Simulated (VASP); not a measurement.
# BeTe (P6_3/mmc) in VASP: relaxation of cell and atoms with PBE

Aim: the relaxation of cell and atoms of BeTe with PBE.

All numbers are computed with VASP 6.6.1; they aren't measurements. Logs are shortened: lines on timing, memory, paths and dates and some standing lists are left out, and cuts for length are marked.

## Step 1: The crystal as given

It takes space group P6_3/mmc (No. 194, hexagonal). Conventional cell: a = 3.829 Å, b = 3.829 Å, c = 5.643 Å, α = 90.00°, β = 90.00°, γ = 120.00°. Be (site symmetry -3m) is surrounded by 6 Te at 2.62 Å and 2 Be at 2.82 Å. Around Te (site symmetry -6m2) lie 6 Be at 2.62 Å.

The cell was built by a generator and needn't be a form met in nature.

## Step 2: Relaxation of cell and atoms, PBE

Input file INCAR:

```
PREC = Normal
ENCUT = 520
EDIFF = 1E-4
ISMEAR = 0
SIGMA = 0.15
LREAL = False
LASPH = True
NELM = 60
ALGO = Fast
ISIF = 3
LWAVE = False
LCHARG = False
GGA = PE
IBRION = 2
NSW = 24
EDIFFG = -0.08
```

Input file KPOINTS:

```
regular mesh
0
Gamma
  5 5 3
```

Input file POSCAR:

```
BeTe
1.0
    3.8288954200      0.0000000000      0.0000000000
   -1.9144477100      3.3159207100      0.0000000000
    0.0000000000      0.0000000000      5.6425827300
Be Te
2 2
Direct
    0.0000000000      0.0000000000      0.5000000000
    0.0000000000      0.0000000000      0.0000000000
    0.6666666700      0.3333333300      0.7500000000
    0.3333333300      0.6666666700      0.2500000000
```

Potentials or basis: VASP PAW PBE potentials, release 64 (Be, Te).

On the command line:

```
$ cat potpaw_PBE.64/Be/POTCAR potpaw_PBE.64/Te/POTCAR > POTCAR
$ mpirun -np 1 vasp_std > vasp.out
```

OUTCAR:

```text
PREC = Normal
   ENCUT = 520
   EDIFF = 1E-4
   ISMEAR = 0
   LREAL = False
   LASPH = True
   NELM = 60
   ISIF = 3
   GGA = PE
   IBRION = 2
   NSW = 24
   EDIFFG = -0.08

 ion  position               nearest neighbor table
   1  0.000  0.000  0.500-   3 2.62   4 2.62   3 2.62   4 2.62   3 2.62   4 2.62
   2  0.000  0.000  0.000-   3 2.62   4 2.62   3 2.62   4 2.62   3 2.62   4 2.62
   3  0.667  0.333  0.750-   1 2.62   2 2.62   1 2.62   2 2.62   1 2.62   2 2.62   4 3.58   4 3.58
                             4 3.58   4 3.58   4 3.58   4 3.58
   4  0.333  0.667  0.250-   1 2.62   2 2.62   1 2.62   2 2.62   1 2.62   2 2.62   3 3.58   3 3.58
                             3 3.58   3 3.58   3 3.58   3 3.58

  LATTYP: Found a hexagonal cell.
 ALAT       =     3.8288954200
 C/A-ratio  =     1.4736842120

  Lattice vectors:

 A1 = (   3.8288954200,   0.0000000000,   0.0000000000)
 A2 = (  -1.9144477100,   3.3159207100,   0.0000000000)
 A3 = (   0.0000000000,   0.0000000000,   5.6425827300)

Analysis of symmetry for initial positions (statically):
=====================================================================
 Subroutine PRICEL returns:
 Original cell was already a primitive cell.

 Routine SETGRP: Setting up the symmetry group for a
 hexagonal supercell.

 Subroutine GETGRP returns: Found 24 space group operations
 (whereof 12 operations were pure point group operations)
 out of a pool of 24 trial point group operations.

The static configuration has the point symmetry D_3d.
 The point group associated with its full space group is D_6h.

Analysis of symmetry for dynamics (positions and initial velocities):
=====================================================================
 Subroutine PRICEL returns:
 Original cell was already a primitive cell.

 Routine SETGRP: Setting up the symmetry group for a
 hexagonal supercell.

 Subroutine GETGRP returns: Found 24 space group operations
 (whereof 12 operations were pure point group operations)
 out of a pool of 24 trial point group operations.

The dynamic configuration has the point symmetry D_3d.
 The point group associated with its full space group is D_6h.

 Subroutine INISYM returns: Found 24 space group operations
 (whereof 12 operations are pure point group operations),
 and found     1 'primitive' translations

----------------------------------------------------------------------------------------

                                     Primitive cell

  volume of cell :      71.6400

  direct lattice vectors                    reciprocal lattice vectors
     3.828895420  0.000000000  0.000000000     0.261171928  0.150787683  0.000000000
    -1.914447710  3.315920710  0.000000000     0.000000000  0.301575365  0.000000000
     0.000000000  0.000000000  5.642582730     0.000000000  0.000000000  0.177223808

  length of vectors
     3.828895420  3.828895427  5.642582730     0.301575366  0.301575365  0.177223808

  position of ions in fractional coordinates (direct lattice)
     0.000000000  0.000000000  0.500000000
     0.000000000  0.000000000  0.000000000
     0.666666670  0.333333330  0.750000000
     0.333333330  0.666666670  0.250000000

  ion indices of the primitive-cell ions
   primitive index   ion index
                 1           1
                 2           2
                 3           3
                 4           4

----------------------------------------------------------------------------------------

 KPOINTS: regular mesh

Automatic generation of k-mesh.
 Grid dimensions read from file:
 generate k-points for:    5    5    3

 Generating k-lattice:

  Cartesian coordinates                     Fractional coordinates (reciprocal lattice)
     0.052234386  0.030157537  0.000000000     0.200000000  0.000000000  0.000000000
     0.000000000  0.060315073  0.000000000     0.000000000  0.200000000  0.000000000
     0.000000000  0.000000000  0.059074603     0.000000000  0.000000000  0.333333333

  Length of vectors
     0.060315073  0.060315073  0.059074603

  Shift w.r.t. Gamma in fractional coordinates (k-lattice)
     0.000000000  0.000000000  0.000000000

 Subroutine IBZKPT returns following result:
 ===========================================

 Found     10 irreducible k-points:

 Following reciprocal coordinates:
            Coordinates               Weight
  0.000000  0.000000  0.000000      1.000000
  0.200000 -0.000000  0.000000      6.000000
  0.400000 -0.000000  0.000000      6.000000
  0.200000  0.200000  0.000000      6.000000
  0.400000  0.200000  0.000000      6.000000
  0.000000  0.000000  0.333333      2.000000
  0.200000 -0.000000  0.333333     12.000000
  0.400000 -0.000000  0.333333     12.000000
  0.200000  0.200000  0.333333     12.000000
  0.400000  0.200000  0.333333     12.000000
   k-points           NKPTS =     10   k-points in BZ     NKDIM =     10   number of bands    NBANDS=     12
   number of dos      NEDOS =    301   number of ions     NIONS =      4
   total plane-waves  NPLWV =  18432
   dimension x,y,z NGX =    24 NGY =   24 NGZ =   32
   dimension x,y,z NGXF=    48 NGYF=   48 NGZF=   64
   ions per type =               2   2
   NGX,Y,Z   is equivalent  to a cutoff of  10.42, 10.42,  9.43 a.u.
   NGXF,Y,Z  is equivalent  to a cutoff of  20.84, 20.84, 18.86 a.u.
 SYSTEM =  unknown system
   PREC   = normal    normal or accurate (medium, high low for compatibility)
   ISTART =      0    job   : 0-new  1-cont  2-samecut
   ICHARG =      2    charge: 1-file 2-atom 10-const
   ISPIN  =      1    spin polarized calculation?
   LNONCOLLINEAR =      F non collinear calculations
   LSORBIT =      F    spin-orbit coupling
   LASPH  =      T    aspherical Exc in radial PAW
   ENCUT  =  520.0 eV  38.22 Ry    6.18 a.u.   7.12  7.12 10.49*2*pi/ulx,y,z
   NELM   =     60;   NELMIN=  2; NELMDL= -5     # of ELM steps
   EDIFF  = 0.1E-03   stopping-criterion for ELM
   LREAL  =      F    real-space projection
   EDIFFG = -.8E-01   stopping-criterion for IOM
   NSW    =     24    number of steps for IOM
   IBRION =      2    ionic relax: 0-MD 1-quasi-New 2-CG
   NFREE  =      1    steps in history (QN), initial steepest desc. (CG)
   ISIF   =      3    stress and relaxation
   ISYM   =      2    0-nonsym 1-usesym 2-fastsym
   POTIM  = 0.5000    time-step for ionic-motion
   TEBEG  =    0.0;   TEEND  =   0.0 temperature during run
   PSTRESS=    0.0 pullay stress
   NELECT =      16.0000    total number of electrons
   NUPDOWN=      -1.0000    fix difference up-down
   EMIN   =  10.00;   EMAX   =-10.00  energy-range for DOS
   EFERMI =   0.00;   METHOD = LEGACY
   ISMEAR =     0;   SIGMA  =   0.15  broadening in eV -4-tet -1-fermi 0-gaus
   EFERMI_NEDOS =   21; number of points for ismear=-14 and -15
   IALGO  =     68    algorithm
   IMIX   =      4    mixing-type and parameters
     AMIX     =   0.40;   BMIX     =  1.00
     AMIX_MAG =   1.60;   BMIX_MAG =  1.00
  volume/ion in A,a.u.               =      17.91       120.86
  Fermi-wavevector in a.u.,A,eV,Ry     =   0.993260  1.876989 13.423039  0.986566
  Thomas-Fermi vector in A             =   2.125129
   LORBIT       =      0    0 simple, 1 ext, 2 COOP (PROOUT), +10 PAW based schemes
   GGA     = PE    functional components
   LHFCALC =     F    Hartree Fock is set to
   AEXX    =    0.0000 exact exchange contribution
   IVDW    =     0    specifies the selected vdW correction
   LEPSILON=     F    determine dielectric tensor
   LRPA    =     F    only Hartree local field effects (RPA)
 conjugate gradient relaxation of ions
 non-spin polarized calculation
 RMM-DIIS sequential band-by-band and
 Gauss-broadening in eV      SIGMA  =   0.15
  energy-cutoff  :      520.00
  volume of cell :       71.64
 maximum number of plane-waves:      1941
   NGX = 15   NGY = 15   NGZ = 21

--------------------------------------- Ionic step        1  -------------------------------------------

 number of electron      15.9999998 magnetization

 Free energy of the ion-electron system (eV)
  ---------------------------------------------------
  ext. energy  EPLUGINS =         0.00000000
  ---------------------------------------------------
  free energy    TOTEN  =       -13.06412198 eV

  energy without entropy =      -13.05317779  energy(sigma->0) =      -13.05864988

 E-fermi :   8.3622     XC(G=0): -10.2296

 val. band max:        8.2220365484   @ k =   0.2000  -0.0000   0.0000
 cond. band min:       8.4147532041   @ k =   0.2000  -0.0000   0.0000
 fundamental gap:      0.1927166557
 Fermi energy:         8.3621715478

 k-point     1 :       0.0000    0.0000    0.0000
  band No.  band energies     occupation
      1      -5.7356      2.00000
      2      -3.0485      2.00000
      3       1.2577      2.00000
      4       7.0191      2.00000
      5       7.0191      2.00000
      6       7.2609      2.00000
      7       7.2609      2.00000
      8       9.3306      0.00000
      9      10.0069      0.00000
     10      10.5233      0.00000
     11      11.7281      0.00000
     12      11.7295      0.00000
[... 282 lines left out ...]
  energy  without entropy=      -13.1963771081  energy(sigma->0) =      -13.20405016

--------------------------------------- Ionic step        5  -------------------------------------------

 number of electron      15.9999995 magnetization

 Free energy of the ion-electron system (eV)
  ---------------------------------------------------
  ext. energy  EPLUGINS =         0.00000000
  ---------------------------------------------------
  free energy    TOTEN  =       -13.22192141 eV

  energy without entropy =      -13.21324558  energy(sigma->0) =      -13.21758349

 E-fermi :   7.3038     XC(G=0):  -9.9279

 val. band max:        7.1304303459   @ k =   0.2000  -0.0000   0.0000
 cond. band min:       7.3757859982   @ k =   0.2000  -0.0000   0.0000
 fundamental gap:      0.2453556523
 Fermi energy:         7.3038472286

 k-point     1 :       0.0000    0.0000    0.0000
  band No.  band energies     occupation
      1      -6.1064      2.00000
      2      -4.0672      2.00000
      3       0.5756      2.00000
      4       6.5379      2.00000
      5       6.5379      2.00000
      6       6.7805      2.00000
      7       6.7805      2.00000
      8       7.5216      0.04007
      9       9.5559      0.00000
     10       9.6014      0.00000
     11      10.9025      0.00000
     12      10.9025      0.00000
[... 164 lines left out ...]
  FREE ENERGIE OF THE ION-ELECTRON SYSTEM (eV)
  ---------------------------------------------------
  free  energy   TOTEN  =       -13.2219214060 eV

  energy  without entropy=      -13.2132455793  energy(sigma->0) =      -13.21758349

 reached required accuracy - stopping structural energy minimisation
```

Run time: 15 s. Hardware: 1 thread of Intel Xeon Platinum 8488C (Sapphire Rapids), shared host; peak memory 0.15 GiB.

Results:

```yaml
Free_energy: -13.2219 eV
Relaxed_volume: 19.30 Å³/atom
Relaxed_cell: a = 3.833 Å, b = 3.833 Å, c = 6.070 Å, α = 90.00°, β = 90.00°, γ = 120.00°
Space_group_after_relaxing_to_0.05_Å: P6_3/mmc (No. 194)
Energy_gained_by_relaxing: 39.4 meV/atom
Ionic_steps: 5
Pressure_after_relaxing: 0.1 GPa
Band_gap_on_the_k_mesh: none (metal or under the smearing width)
```

Stress tensor (GPa, compression positive):
```
 0.12  0.00  0.00
 0.00  0.12  0.00
 0.00  0.00 -0.04
```

The path:
```tsv
step	energy change (eV)	largest force (eV/Å)	pressure (GPa)	volume (Å³)
1	0.0000	0.0000	6.41	71.64
2	-0.1312	0.0000	-1.41	79.31
3	-0.1354	0.0000	-0.47	78.07
4	-0.1476	0.0000	-0.26	77.81
5	-0.1578	0.0000	0.07	77.22
```

Final structure:
```xyz
4
Lattice="3.8326 0.0000 0.0000 -1.9163 3.3191 0.0000 0.0000 0.0000 6.0702" Properties=species:S:1:pos:R:3 pbc="T T T"
Be    0.0000    0.0000    3.0351
Be    0.0000    0.0000    0.0000
Te    1.9163    1.1064    4.5527
Te    0.0000    2.2127    1.5176
```

Caveat: the k mesh is coarse (spacing up to 0.38 Å⁻¹), so the values aren't converged; the relaxation stopped at a loose force limit of 0.08 eV/Å, so its end isn't a converged minimum.
